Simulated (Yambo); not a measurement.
# MgTe in Yambo: convergence with bands in self energy

MgTe:

```
Te Mg
1.0
     0.00000    3.23200    3.23200
     3.23200    0.00000    3.23200
     3.23200    3.23200    0.00000
Te Mg
1 1
Direct
  0.25000 0.25000 0.25000
  0.00000 0.00000 0.00000
```

The cell comes from a database or a generator and needn't be the stable form of this composition.

| Property | Result |
| --- | --- |
| Program | Yambo 5.3.0 |
| Task | G0W0 quasiparticle levels |
| Functional | PBE |
| Potentials or basis | PseudoDojo 0.4 SR PBE stringent |
| Cutoff | 1225 eV |
| Density cutoff | 4898 eV |
| k mesh | 4 × 4 × 4 |
| Occupations | fixed |
| Spin | no spin polarisation |
| k mesh of the self-consistent run | 8 × 8 × 8 |
| Random integration of the Coulomb term | yes |
| Direction of the field or of q to 0 | x + y + z |
| Broadening | 0.1 eV |
| States corrected | Γ and the k points of the band edges |
| Frequency dependence of W | plasmon pole |
| Terminator of the band sum in the self-energy | none |
| Quasiparticle equation | linearised (Newton) |
| Imaginary frequency of the plasmon-pole fit | 27.2114 eV |
| Bands in the response | 217 |
| Bands in the self-energy | 37 |
| Cutoff of the response matrix | 12 Ry |
| Cutoff of exchange and Vxc | 90 Ry |
| Bands corrected (first, last) | [17, 18] |

These are the settings of the first run; the series varies bands in self energy, with any setting tied to it.

```
bands in self energy  quasiparticle gap at the points computed (eV)
                  37                                          3.982
                  57                                          4.088
                  97                                          4.141
                 217                                          4.207
```

Not settled before the last step: the quasiparticle gap at the points computed (to 0.05 eV). The tightest run that finished is the yardstick and may itself not be fully converged.

Caveat, for the tightest run too: the k mesh is coarse (spacing up to 0.42 Å⁻¹), so the values aren't converged; this version prints the column dSc/dw multiplied by 27.2; spin-orbit coupling is left out, which moves the levels of the heavy elements.
